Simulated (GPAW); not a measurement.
# V: band structure with PBEsol+U

The system is V.

```
V
1.0
     2.60429    0.00000    0.00000
    -1.30215    2.25538    0.00000
     0.00000    0.00000    4.72334
V
2
Cartesian
  0.0000 1.5036 1.1808
  1.3021 0.7518 3.5425
```

This isn't the form of V at room conditions, which is bcc.

- Program: GPAW 26.7.0
- Task: band structure
- Functional: PBEsol
- Potentials or basis: PAW data sets generated in the run's folder for this functional
- Cutoff: 600 eV
- Basis: pw
- k mesh: 9 × 9 × 4
- Occupations: fermi-dirac, width 0.05 eV
- Spin: collinear spin, ferromagnetic start
- Starting moments: [2.0, 2.0] μB
- Hubbard terms: V d U = 1 eV
- Maxiter: 150
- Band path: GMKGALHA,LM,KH
- Band points: 80

```yaml
Pressure: -3.9 GPa
Band_gap_along_the_path: none (metal or under the smearing width)
Net_moment: 0.00 μB per cell
```

Stress tensor (GPa, compression positive):
```
-3.42  0.00  0.00
 0.00 -3.42  0.00
 0.00  0.00 -4.77
```

Levels at the corners of the path, in eV from the Fermi level:
Spin up:
| point | band 9 | band 10 | band 11 | band 12 | band 13 | band 14 | band 15 | band 16 | band 17 | band 18 |
| --- | --- | --- | --- | --- | --- | --- | --- | --- | --- | --- |
| Γ | -6.91 | -3.45 | -0.61 | -0.31 | 0.33 | 0.33 | 0.64 | 0.64 | 1.93 | 1.93 |
| M | -2.91 | -2.85 | -2.61 | -0.30 | -0.25 | 0.27 | 0.71 | 3.06 | 3.53 | 3.64 |
| K | -2.06 | -1.50 | -1.50 | -1.49 | -0.35 | -0.35 | 0.63 | 2.32 | 2.37 | 2.37 |
| Γ | -6.91 | -3.45 | -0.61 | -0.31 | 0.33 | 0.33 | 0.64 | 0.64 | 1.93 | 1.93 |
| A | -5.15 | -5.15 | -1.05 | -1.05 | 0.37 | 0.37 | 0.37 | 0.37 | 2.60 | 2.60 |
| L | -3.20 | -3.20 | -1.76 | -1.76 | 1.57 | 1.57 | 1.74 | 1.74 | 3.59 | 3.59 |
| H | -1.58 | -1.58 | -1.52 | -1.52 | -0.61 | -0.61 | 0.99 | 0.99 | 2.91 | 2.91 |
| A | -5.15 | -5.15 | -1.05 | -1.05 | 0.37 | 0.37 | 0.37 | 0.37 | 2.60 | 2.60 |
| L | -3.20 | -3.20 | -1.76 | -1.76 | 1.57 | 1.57 | 1.74 | 1.74 | 3.59 | 3.59 |
| M | -2.91 | -2.85 | -2.61 | -0.30 | -0.25 | 0.27 | 0.71 | 3.06 | 3.53 | 3.64 |
| K | -2.06 | -1.50 | -1.50 | -1.49 | -0.35 | -0.35 | 0.63 | 2.32 | 2.37 | 2.37 |
| H | -1.58 | -1.58 | -1.52 | -1.52 | -0.61 | -0.61 | 0.99 | 0.99 | 2.91 | 2.91 |
Spin down:
| point | band 11 | band 12 | band 13 | band 14 | band 15 | band 16 |
| --- | --- | --- | --- | --- | --- | --- |
| Γ | -0.61 | -0.31 | 0.33 | 0.33 | 0.64 | 0.64 |
| M | -2.61 | -0.30 | -0.25 | 0.27 | 0.71 | 3.06 |
| K | -1.50 | -1.49 | -0.35 | -0.35 | 0.63 | 2.32 |
| Γ | -0.61 | -0.31 | 0.33 | 0.33 | 0.64 | 0.64 |
| A | -1.05 | -1.05 | 0.37 | 0.37 | 0.37 | 0.37 |
| L | -1.76 | -1.76 | 1.57 | 1.57 | 1.74 | 1.74 |
| H | -1.52 | -1.52 | -0.61 | -0.61 | 0.99 | 0.99 |
| A | -1.05 | -1.05 | 0.37 | 0.37 | 0.37 | 0.37 |
| L | -1.76 | -1.76 | 1.57 | 1.57 | 1.74 | 1.74 |
| M | -2.61 | -0.30 | -0.25 | 0.27 | 0.71 | 3.06 |
| K | -1.50 | -1.49 | -0.35 | -0.35 | 0.63 | 2.32 |
| H | -1.52 | -1.52 | -0.61 | -0.61 | 0.99 | 0.99 |

Run time: 2.1 min on 1 thread of Arm Neoverse V1 (shared host), peak memory 0.29 GiB.

Caveat: the U is typed as a test and isn't derived for this compound. The state reached can hang on the start; a lower one may exist.
